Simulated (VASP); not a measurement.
# Ti (P6_3/mmc) in VASP: further runs

One crystal, Ti, is run at these levels: PBE; tasks: single point.

Program: VASP 6.6.1. These are calculated values, not measurements. Logs are shortened: lines on timing, memory, paths and dates and some standing lists are left out, and cuts for length are marked.

### 1 The undisturbed crystal

The structure is hexagonal, space group P6_3/mmc (No. 194). The conventional cell has a = 2.950 Å, b = 2.950 Å, c = 4.680 Å, α = 90.00°, β = 90.00°, γ = 120.00°. Ti (site symmetry -6m2) is surrounded by 12 Ti at 2.89 to 2.95 Å.

### 2 Single point, PBE (grid = ENCUT=400 dk=0.6 cell=2x2x2 ISMEAR=1 SIGMA=0.1 LREAL=Auto EDIFF=1e-06)

Input file INCAR:

```
SYSTEM = Ti
  PREC = Accurate
  ENCUT = 400
  EDIFF = 1E-6
  ISMEAR = 1
  SIGMA = 0.1
  LREAL = Auto
  LASPH = .True.
  NELM = 120
  ALGO = Fast
  ISIF = 2
  LWAVE = .False.
  LCHARG = .False.
  GGA = PE
  NBANDS = 112
```

Input file KPOINTS:

```
Automatic mesh
0
Gamma
  3 3 2
  0 0 0
```

Input file POSCAR:

```
Ti
1.0
    5.9000000000      0.0000000000      0.0000000000
   -2.9500000000      5.1095498824      0.0000000000
    0.0000000000      0.0000000000      9.3600000000
Ti
16
Direct
    0.3333333334      0.1666666666      0.3750000000
    0.3333333334      0.1666666666      0.8750000000
    0.3333333334      0.6666666666      0.3750000000
    0.3333333334      0.6666666666      0.8750000000
    0.8333333333      0.1666666666      0.3750000000
    0.8333333333      0.1666666666      0.8750000000
    0.8333333333      0.6666666666      0.3750000000
    0.8333333333      0.6666666666      0.8750000000
    0.1666666666      0.3333333334      0.1250000000
    0.1666666666      0.3333333334      0.6250000000
    0.1666666666      0.8333333333      0.1250000000
    0.1666666666      0.8333333333      0.6250000000
    0.6666666666      0.3333333334      0.1250000000
    0.6666666666      0.3333333334      0.6250000000
    0.6666666666      0.8333333333      0.1250000000
    0.6666666666      0.8333333333      0.6250000000
```

Potentials or basis: VASP PAW PBE potentials, release 64 (Ti_sv).

Started as:

```sh
$ cat potpaw_PBE.64/Ti_sv/POTCAR > POTCAR
$ mpirun -np 1 vasp_std > vasp.out
```

OUTCAR:

```text
SYSTEM = Ti
   PREC = Accurate
   ENCUT = 400
   EDIFF = 1E-6
   ISMEAR = 1
   LREAL = Auto
   LASPH = .True.
   NELM = 120
   ISIF = 2
   GGA = PE

 Found      6 irreducible k-points:

 Following reciprocal coordinates:
            Coordinates               Weight
  0.000000  0.000000  0.000000      1.000000
  0.333333 -0.000000  0.000000      6.000000
  0.333333  0.333333  0.000000      2.000000
  0.000000  0.000000  0.500000      1.000000
  0.333333 -0.000000  0.500000      6.000000
  0.333333  0.333333  0.500000      2.000000
   k-points           NKPTS =      6   k-points in BZ     NKDIM =      6   number of bands    NBANDS=    112
   number of dos      NEDOS =    301   number of ions     NIONS =     16
   total plane-waves  NPLWV = 102400
   dimension x,y,z NGX =    40 NGY =   40 NGZ =   64
   dimension x,y,z NGXF=    80 NGYF=   80 NGZF=  128
   ions per type =              16
   NGX,Y,Z   is equivalent  to a cutoff of  11.27, 11.27, 11.37 a.u.
   NGXF,Y,Z  is equivalent  to a cutoff of  22.54, 22.54, 22.73 a.u.
 SYSTEM =  Ti
   PREC   = accura    normal or accurate (medium, high low for compatibility)
   ISTART =      0    job   : 0-new  1-cont  2-samecut
   ICHARG =      2    charge: 1-file 2-atom 10-const
   ISPIN  =      1    spin polarized calculation?
   LNONCOLLINEAR =      F non collinear calculations
   LSORBIT =      F    spin-orbit coupling
   LASPH  =      T    aspherical Exc in radial PAW
   ENCUT  =  400.0 eV  29.40 Ry    5.42 a.u.   9.62  9.62 15.26*2*pi/ulx,y,z
   NELM   =    120;   NELMIN=  2; NELMDL= -5     # of ELM steps
   EDIFF  = 0.1E-05   stopping-criterion for ELM
   LREAL  =      T    real-space projection
   EDIFFG = 0.1E-04   stopping-criterion for IOM
   NSW    =      0    number of steps for IOM
   IBRION =     -1    ionic relax: 0-MD 1-quasi-New 2-CG
   NFREE  =      0    steps in history (QN), initial steepest desc. (CG)
   ISIF   =      2    stress and relaxation
   ISYM   =      2    0-nonsym 1-usesym 2-fastsym
   POTIM  = 0.5000    time-step for ionic-motion
   TEBEG  =    0.0;   TEEND  =   0.0 temperature during run
   PSTRESS=    0.0 pullay stress
   NELECT =     192.0000    total number of electrons
   NUPDOWN=      -1.0000    fix difference up-down
   EMIN   =  10.00;   EMAX   =-10.00  energy-range for DOS
   EFERMI =   0.00;   METHOD = LEGACY
   ISMEAR =     1;   SIGMA  =   0.10  broadening in eV -4-tet -1-fermi 0-gaus
   EFERMI_NEDOS =   21; number of points for ismear=-14 and -15
   IALGO  =     68    algorithm
   IMIX   =      4    mixing-type and parameters
     AMIX     =   0.40;   BMIX     =  1.00
     AMIX_MAG =   1.60;   BMIX_MAG =  1.00
  volume/ion in A,a.u.               =      17.64       119.01
  Fermi-wavevector in a.u.,A,eV,Ry     =   1.439920  2.721055 28.209912  2.073370
  Thomas-Fermi vector in A             =   2.558722
   LORBIT       =      0    0 simple, 1 ext, 2 COOP (PROOUT), +10 PAW based schemes
   GGA     = PE    functional components
   LHFCALC =     F    Hartree Fock is set to
   AEXX    =    0.0000 exact exchange contribution
   IVDW    =     0    specifies the selected vdW correction
   LEPSILON=     F    determine dielectric tensor
   LRPA    =     F    only Hartree local field effects (RPA)
 non-spin polarized calculation
 RMM-DIIS sequential band-by-band and
 Methfessel and Paxton  Order N= 1 SIGMA  =   0.10
  energy-cutoff  :      400.00
  volume of cell :      282.17
 maximum number of plane-waves:      5160
 NGX is ok and might be reduce to    40
   NGX = 19   NGY = 19   NGZ = 31

 number of electron     192.0000051 magnetization

 Free energy of the ion-electron system (eV)
  ---------------------------------------------------
  ext. energy  EPLUGINS =         0.00000000
  ---------------------------------------------------
  free energy    TOTEN  =      -125.06650723 eV

  energy without entropy =     -125.05822830  energy(sigma->0) =     -125.06374759

 E-fermi :   8.2676     XC(G=0): -11.4247

 val. band max:        8.2625571122   @ k =   0.0000   0.0000   0.0000
 cond. band min:       8.2768363710   @ k =   0.3333  -0.0000   0.5000
 fundamental gap:      0.0142792589
 Fermi energy:         8.2675652203

 k-point     1 :       0.0000    0.0000    0.0000
  band No.  band energies     occupation
      1     -48.6864      2.00000
      2     -48.6224      2.00000
      3     -48.6224      2.00000
      4     -48.5757      2.00000
      5     -48.5757      2.00000
      6     -48.5757      2.00000
[... 100 lines left out ...]
    107       9.3614     -0.00000
    108       9.4143     -0.00000

 k-point     2 :       0.3333   -0.0000    0.0000
  band No.  band energies     occupation
      1     -48.6617      2.00000
      2     -48.6080      2.00000
      3     -48.6053      2.00000
      4     -48.6053      2.00000
      5     -48.5754      2.00000
      6     -48.5754      2.00000
[... 100 lines left out ...]
    107       8.8273     -0.00000
    108       8.8331     -0.00000

 k-point     3 :       0.3333    0.3333    0.0000
  band No.  band energies     occupation
      1     -48.6225      2.00000
      2     -48.6225      2.00000
      3     -48.6225      2.00000
      4     -48.5799      2.00000
      5     -48.5799      2.00000
      6     -48.5799      2.00000
[... 100 lines left out ...]
    107       8.7245     -0.00000
    108       8.7245     -0.00000

 k-point     4 :       0.0000    0.0000    0.5000
  band No.  band energies     occupation
      1     -48.6676      2.00000
      2     -48.6676      2.00000
      3     -48.5770      2.00000
      4     -48.5770      2.00000
      5     -48.5686      2.00000
      6     -48.5686      2.00000
[... 100 lines left out ...]
    107       9.1143     -0.00000
    108       9.1181     -0.00000

 k-point     5 :       0.3333   -0.0000    0.5000
  band No.  band energies     occupation
      1     -48.6454      2.00000
      2     -48.6454      2.00000
      3     -48.5975      2.00000
      4     -48.5975      2.00000
      5     -48.5692      2.00000
      6     -48.5692      2.00000
[... 100 lines left out ...]
    107       8.7275     -0.00000
    108       8.7283     -0.00000

 k-point     6 :       0.3333    0.3333    0.5000
  band No.  band energies     occupation
      1     -48.6101      2.00000
      2     -48.6101      2.00000
      3     -48.6101      2.00000
      4     -48.6101      2.00000
      5     -48.6101      2.00000
      6     -48.6101      2.00000
[... 100 lines left out ...]
    107       8.9038     -0.00000
    108       8.9040     -0.00000
 [bands above 108 left out]

------------------------ aborting loop because EDIFF is reached ----------------------------------------

  FORCE on cell =-STRESS in cart. coord.  units (eV):
  Direction    XX          YY          ZZ          XY          YZ          ZX
  --------------------------------------------------------------------------------------
  -------------------------------------------------------------------------------------
  Total       -4.8767025     -4.8767025     -3.6425199      0.0000000     -0.0000000     -0.0000000
  in kB      -27.6902158    -27.6902158    -20.6824512      0.0000000     -0.0000000     -0.0000000
  external PRESSURE =     -25.3542943 kB  Pullay stress =       0.0000000 kB

 VOLUME and BASIS-vectors are now :
 -----------------------------------------------------------------------------
  energy-cutoff  :      400.00
  volume of cell :      282.17
      direct lattice vectors                 reciprocal lattice vectors
     5.900000000  0.000000000  0.000000000     0.169491525  0.097855978  0.000000000
    -2.950000000  5.109549882  0.000000000     0.000000000  0.195711956  0.000000000
     0.000000000  0.000000000  9.360000000     0.000000000  0.000000000  0.106837607

 POSITION                                       TOTAL-FORCE (eV/Angst)
 -----------------------------------------------------------------------------------
      1.47500      0.85159      3.51000        -0.000000      0.000000     -0.000000
      1.47500      0.85159      8.19000         0.000000      0.000000      0.000000
      0.00000      3.40637      3.51000         0.000000      0.000000      0.000000
      0.00000      3.40637      8.19000        -0.000000      0.000000      0.000000
      4.42500      0.85159      3.51000         0.000000      0.000000     -0.000000
      4.42500      0.85159      8.19000         0.000000      0.000000     -0.000000
[... 8 lines left out ...]
      1.47500      4.25796      1.17000         0.000000     -0.000000      0.000000
      1.47500      4.25796      5.85000        -0.000000     -0.000000      0.000000
 -----------------------------------------------------------------------------------
    total drift:                                0.000000      0.000005     -0.000001

  FREE ENERGIE OF THE ION-ELECTRON SYSTEM (eV)
  ---------------------------------------------------
  free  energy   TOTEN  =      -125.0665072288 eV

  energy  without entropy=     -125.0582283033  energy(sigma->0) =     -125.06374759
```

OSZICAR:

```text
N       E                     dE             d eps       ncg     rms          rms(c)
DAV:   1     0.262523510196E+04    0.26252E+04   -0.83303E+04  1384   0.184E+03
DAV:   2     0.264761344773E+03   -0.23605E+04   -0.23216E+04  1344   0.618E+02
DAV:   3    -0.734688587958E+02   -0.33823E+03   -0.32245E+03  2032   0.202E+02
DAV:   4    -0.135877802641E+03   -0.62409E+02   -0.60997E+02  1928   0.706E+01
[... 12 lines left out ...]
RMM: 116    -0.125066506226E+03   -0.27254E-06   -0.10946E-05   841   0.587E-03    0.103E-04
RMM: 117    -0.125066506501E+03   -0.27535E-06   -0.10978E-05   844   0.587E-03    0.127E-05
RMM: 118    -0.125066506727E+03   -0.22552E-06   -0.10268E-05   825   0.584E-03    0.944E-05
RMM: 119    -0.125066507001E+03   -0.27404E-06   -0.10690E-05   875   0.582E-03    0.107E-05
RMM: 120    -0.125066507229E+03   -0.22797E-06   -0.99745E-06   808   0.571E-03
   1 F= -.12506651E+03 E0= -.12506375E+03  d E =-.827893E-02
```

Wall time 22 min (1 thread of Intel Xeon Platinum 8488C (Sapphire Rapids), shared host); peak memory 0.36 GiB.

These settings aren't checked as converged: the numbers below hold their error.

What came out:

| Item | Value |
| --- | --- |
| Free energy | -125.0665 eV |
| Pressure | -2.5 GPa |
| Band gap on the k mesh | none (metal or under the smearing width) |

Caveat: the k mesh is coarse (spacing up to 0.41 Å⁻¹), so the values aren't converged.

(Continued in part 2 of 2.)
